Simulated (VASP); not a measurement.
# Sr (P6_3/mmc) in VASP: further runs, part 2 of 2

VASP 6.6.1. Earlier steps stand in the parts before.

**4. Single point, PBE**

Input file INCAR:

```
SYSTEM = Sr
  ADDGRID = .False.
  ALGO = Normal
  EDIFF = 1E-6
  ENCUT = 350
  GGA = PE
  ISIF = 2
  ISMEAR = 0
  LASPH = .True.
  LCHARG = .False.
  LREAL = .False.
  LWAVE = .False.
  NBANDS = 17
  NELM = 100
  PREC = Accurate
  SIGMA = 0.15
```

Input file KPOINTS:

```
k-points
0
Gamma
  10 10 6
  0 0 0
```

Input file POSCAR:

```
Sr
1.0
    4.3100000000      0.0000000000      0.0000000000
   -2.1550000000      3.7325694903      0.0000000000
    0.0000000000      0.0000000000      7.0500000000
Sr
2
Direct
    0.6432960000      0.3178180000      0.7464440000
    0.3199860000      0.6535770000      0.2508690000
```

Potentials or basis: VASP PAW PBE potentials, release 64 (Sr_sv).

The run is started by

```console
cat potpaw_PBE.64/Sr_sv/POTCAR > POTCAR
mpirun -np 1 vasp_std > vasp.out
```

OUTCAR:

```text
SYSTEM = Sr
   EDIFF = 1E-6
   ENCUT = 350
   GGA = PE
   ISIF = 2
   ISMEAR = 0
   LASPH = .True.
   LREAL = .False.
   NELM = 100
   PREC = Accurate

 Found    304 irreducible k-points:

 Following reciprocal coordinates:
            Coordinates               Weight
  0.000000  0.000000  0.000000      1.000000
  0.100000  0.000000  0.000000      2.000000
  0.000000  0.100000  0.000000      2.000000
 -0.100000  0.100000  0.000000      2.000000
  0.200000  0.000000  0.000000      2.000000
  0.000000  0.200000  0.000000      2.000000
   k-points           NKPTS =    304   k-points in BZ     NKDIM =    304   number of bands    NBANDS=     17
   number of dos      NEDOS =    301   number of ions     NIONS =      2
   total plane-waves  NPLWV =  37632
   dimension x,y,z NGX =    28 NGY =   28 NGZ =   48
   dimension x,y,z NGXF=    56 NGYF=   56 NGZF=   96
   ions per type =               2
   NGX,Y,Z   is equivalent  to a cutoff of  10.80, 10.80, 11.32 a.u.
   NGXF,Y,Z  is equivalent  to a cutoff of  21.60, 21.60, 22.64 a.u.
 SYSTEM =  Sr
   PREC   = accura    normal or accurate (medium, high low for compatibility)
   ISTART =      0    job   : 0-new  1-cont  2-samecut
   ICHARG =      2    charge: 1-file 2-atom 10-const
   ISPIN  =      1    spin polarized calculation?
   LNONCOLLINEAR =      F non collinear calculations
   LSORBIT =      F    spin-orbit coupling
   LASPH  =      T    aspherical Exc in radial PAW
   ENCUT  =  350.0 eV  25.72 Ry    5.07 a.u.   6.57  6.57 10.75*2*pi/ulx,y,z
   NELM   =    100;   NELMIN=  2; NELMDL= -5     # of ELM steps
   EDIFF  = 0.1E-05   stopping-criterion for ELM
   LREAL  =      F    real-space projection
   EDIFFG = 0.1E-04   stopping-criterion for IOM
   NSW    =      0    number of steps for IOM
   IBRION =     -1    ionic relax: 0-MD 1-quasi-New 2-CG
   NFREE  =      0    steps in history (QN), initial steepest desc. (CG)
   ISIF   =      2    stress and relaxation
   ISYM   =      2    0-nonsym 1-usesym 2-fastsym
   POTIM  = 0.5000    time-step for ionic-motion
   TEBEG  =    0.0;   TEEND  =   0.0 temperature during run
   PSTRESS=    0.0 pullay stress
   NELECT =      20.0000    total number of electrons
   NUPDOWN=      -1.0000    fix difference up-down
   EMIN   =  10.00;   EMAX   =-10.00  energy-range for DOS
   EFERMI =   0.00;   METHOD = LEGACY
   ISMEAR =     0;   SIGMA  =   0.15  broadening in eV -4-tet -1-fermi 0-gaus
   EFERMI_NEDOS =   21; number of points for ismear=-14 and -15
   IALGO  =     38    algorithm
   IMIX   =      4    mixing-type and parameters
     AMIX     =   0.40;   BMIX     =  1.00
     AMIX_MAG =   1.60;   BMIX_MAG =  1.00
  volume/ion in A,a.u.               =      56.71       382.68
  Fermi-wavevector in a.u.,A,eV,Ry     =   0.918037  1.734838 11.466874  0.842791
  Thomas-Fermi vector in A             =   2.043073
   LORBIT       =      0    0 simple, 1 ext, 2 COOP (PROOUT), +10 PAW based schemes
   GGA     = PE    functional components
   LHFCALC =     F    Hartree Fock is set to
   AEXX    =    0.0000 exact exchange contribution
   IVDW    =     0    specifies the selected vdW correction
   LEPSILON=     F    determine dielectric tensor
   LRPA    =     F    only Hartree local field effects (RPA)
 non-spin polarized calculation
 Gauss-broadening in eV      SIGMA  =   0.15
  energy-cutoff  :      350.00
  volume of cell :      113.42
 maximum number of plane-waves:      1719
 NGX is ok and might be reduce to    28
   NGX = 13   NGY = 13   NGZ = 21

 number of electron      20.0000000 magnetization

 Free energy of the ion-electron system (eV)
  ---------------------------------------------------
  ext. energy  EPLUGINS =         0.00000000
  ---------------------------------------------------
  free energy    TOTEN  =        -3.27846712 eV

  energy without entropy =       -3.24723681  energy(sigma->0) =       -3.26285197

 E-fermi :   1.5030     XC(G=0):  -7.2586

 val. band max:        1.5022225938   @ k =   0.0000   0.0000   0.0000
 cond. band min:       1.5095356524   @ k =   0.3000   0.4000   0.1667
 fundamental gap:      0.0073130586
 Fermi energy:         1.5029662488

 k-point     1 :       0.0000    0.0000    0.0000
  band No.  band energies     occupation
      1     -35.1940      2.00000
      2     -35.1821      2.00000
      3     -17.2557      2.00000
      4     -17.1124      2.00000
      5     -17.1093      2.00000
      6     -17.0868      2.00000
[... 9 lines left out ...]
     16       4.1597      0.00000
     17       4.6267      0.00000

 k-point     2 :       0.1000    0.0000    0.0000
  band No.  band energies     occupation
      1     -35.1930      2.00000
      2     -35.1816      2.00000
      3     -17.2503      2.00000
      4     -17.1222      2.00000
      5     -17.1163      2.00000
      6     -17.0999      2.00000
[... 9 lines left out ...]
     16       4.2886      0.00000
     17       4.4601      0.00000

 k-point     3 :       0.0000    0.1000    0.0000
  band No.  band energies     occupation
      1     -35.1930      2.00000
      2     -35.1816      2.00000
      3     -17.2502      2.00000
      4     -17.1242      2.00000
      5     -17.1143      2.00000
      6     -17.1000      2.00000
[... 9 lines left out ...]
     16       4.2735      0.00000
     17       4.3975      0.00000

 k-point     4 :      -0.1000    0.1000    0.0000
  band No.  band energies     occupation
      1     -35.1930      2.00000
      2     -35.1816      2.00000
      3     -17.2501      2.00000
      4     -17.1248      2.00000
      5     -17.1137      2.00000
      6     -17.1001      2.00000
[... 9 lines left out ...]
     16       4.2655      0.00000
     17       4.3800      0.00000

 k-point     5 :       0.2000    0.0000    0.0000
  band No.  band energies     occupation
      1     -35.1903      2.00000
      2     -35.1803      2.00000
      3     -17.2353      2.00000
      4     -17.1560      2.00000
      5     -17.1336      2.00000
      6     -17.1264      2.00000
[... 9 lines left out ...]
     16       4.2446      0.00000
     17       4.3174      0.00000

 k-point     6 :       0.0000    0.2000    0.0000
  band No.  band energies     occupation
      1     -35.1902      2.00000
      2     -35.1803      2.00000
      3     -17.2347      2.00000
      4     -17.1576      2.00000
      5     -17.1341      2.00000
      6     -17.1247      2.00000
[... 9 lines left out ...]
     16       4.2534      0.00000
     17       4.3276      0.00000

 [... further k-points ...]

------------------------ aborting loop because EDIFF is reached ----------------------------------------

  FORCE on cell =-STRESS in cart. coord.  units (eV):
  Direction    XX          YY          ZZ          XY          YZ          ZX
  --------------------------------------------------------------------------------------
  -------------------------------------------------------------------------------------
  Total       -0.2567304     -0.2413966     -0.1263076     -0.0315528      0.0003455      0.0016147
  in kB       -3.6267169     -3.4101028     -1.7842912     -0.4457330      0.0048812      0.0228105
  external PRESSURE =      -2.9403703 kB  Pullay stress =       0.0000000 kB

 VOLUME and BASIS-vectors are now :
 -----------------------------------------------------------------------------
  energy-cutoff  :      350.00
  volume of cell :      113.42
      direct lattice vectors                 reciprocal lattice vectors
     4.310000000  0.000000000  0.000000000     0.232018561  0.133955979  0.000000000
    -2.155000000  3.732569490  0.000000000     0.000000000  0.267911958  0.000000000
     0.000000000  0.000000000  7.050000000     0.000000000  0.000000000  0.141843972

 POSITION                                       TOTAL-FORCE (eV/Angst)
 -----------------------------------------------------------------------------------
      2.08771      1.18628      5.26243         0.010692      0.002172      0.040309
     -0.02932      2.43952      1.76863        -0.010692     -0.002172     -0.040309
 -----------------------------------------------------------------------------------
    total drift:                                0.000002     -0.000003     -0.000001

  FREE ENERGIE OF THE ION-ELECTRON SYSTEM (eV)
  ---------------------------------------------------
  free  energy   TOTEN  =        -3.2784671228 eV

  energy  without entropy=       -3.2472368079  energy(sigma->0) =       -3.26285197
```

OSZICAR:

```text
N       E                     dE             d eps       ncg     rms          rms(c)
DAV:   1     0.840089454360E+02    0.84009E+02   -0.79350E+03 10720   0.732E+02
DAV:   2     0.416236384756E+01   -0.79847E+02   -0.78729E+02 13368   0.191E+02
DAV:   3    -0.315007892600E+01   -0.73124E+01   -0.72917E+01 19091   0.380E+01
DAV:   4    -0.327332053718E+01   -0.12324E+00   -0.12310E+00 14046   0.489E+00
DAV:   5    -0.327574897996E+01   -0.24284E-02   -0.24280E-02 16832   0.551E-01    0.158E+01
DAV:   6    -0.327655598609E+01   -0.80701E-03   -0.15357E-02 13576   0.112E+00    0.890E+00
DAV:   7    -0.327830327778E+01   -0.17473E-02   -0.22941E-02 12346   0.142E+00    0.424E-01
DAV:   8    -0.327836479792E+01   -0.61520E-04   -0.32900E-03 16677   0.250E-01    0.131E-01
DAV:   9    -0.327843339534E+01   -0.68597E-04   -0.14906E-04 14746   0.638E-02    0.512E-02
DAV:  10    -0.327846267625E+01   -0.29281E-04   -0.10602E-05 10970   0.183E-02    0.303E-02
DAV:  11    -0.327846717449E+01   -0.44982E-05   -0.15936E-06 11296   0.114E-02    0.236E-03
DAV:  12    -0.327846712282E+01    0.51676E-07   -0.28899E-07  8328   0.367E-03
   1 F= -.32784671E+01 E0= -.32628520E+01  d E =-.312303E-01
```

stdout:

```text
POSCAR found type information on POSCAR Sr
 POSCAR found :  1 types and       2 ions
 scaLAPACK will be used
 LDA part: xc-table for (Slater+PW92), standard interpolation
 POSCAR, INCAR and KPOINTS ok, starting setup
 FFT: planning ... GRIDC
 FFT: planning ... GRID_SOFT
 FFT: planning ... GRID
 WAVECAR not read
 entering main loop
```

Wall time 98 s (1 thread of Intel Xeon 6975P-C (Granite Rapids), shared host); peak memory 0.38 GiB.

The run converged, but some of its settings lie outside the range that counts as converged, so its numbers aren't taken as properties of the crystal.

What came out:

```
Free energy            : -3.2785 eV
Pressure               : -0.3 GPa
Largest force          : 0.042 eV/Å
Band gap on the k mesh : none (metal or under the smearing width)
```

**5. Single point, PBE**

INCAR: that of step 4 with these lines changed.

```diff
@@ -4,3 +4,3 @@
   EDIFF = 1E-6
-  ENCUT = 350
+  ENCUT = 400
   GGA = PE
```

KPOINTS is that of step 4.

Input file POSCAR:

```
Sr
1.0
    4.3100000000      0.0000000000      0.0000000000
   -2.1550000000      3.7325694903      0.0000000000
    0.0000000000      0.0000000000      7.0500000000
Sr
2
Direct
    0.6666666667      0.3333333333      0.7500000000
    0.3333333333      0.6666666667      0.2500000000
```

The run is started by

```console
cat potpaw_PBE.64/Sr_sv/POTCAR > POTCAR
mpirun -np 1 vasp_std > vasp.out
```

Wall time 21 s (1 thread of Intel Xeon 6975P-C (Granite Rapids), shared host); peak memory 0.21 GiB.

The run converged, but some of its settings lie outside the range that counts as converged, so its numbers aren't taken as properties of the crystal.

What came out:

```yaml
Free_energy: -3.2786 eV
Pressure: -0.3 GPa
Band_gap_on_the_k_mesh: none (metal or under the smearing width)
```

**6. The reference run**

An earlier run on the cell as given: functional PBE; potentials or basis VASP PAW PBE potentials, release 64 (Sr_sv); cutoff 520 eV; k mesh 7 × 7 × 4; occupations fermi-dirac, width 0.05 eV; no spin polarisation.

- Pressure: -0.3 GPa
- Band gap on the k mesh: none (metal or under the smearing width)
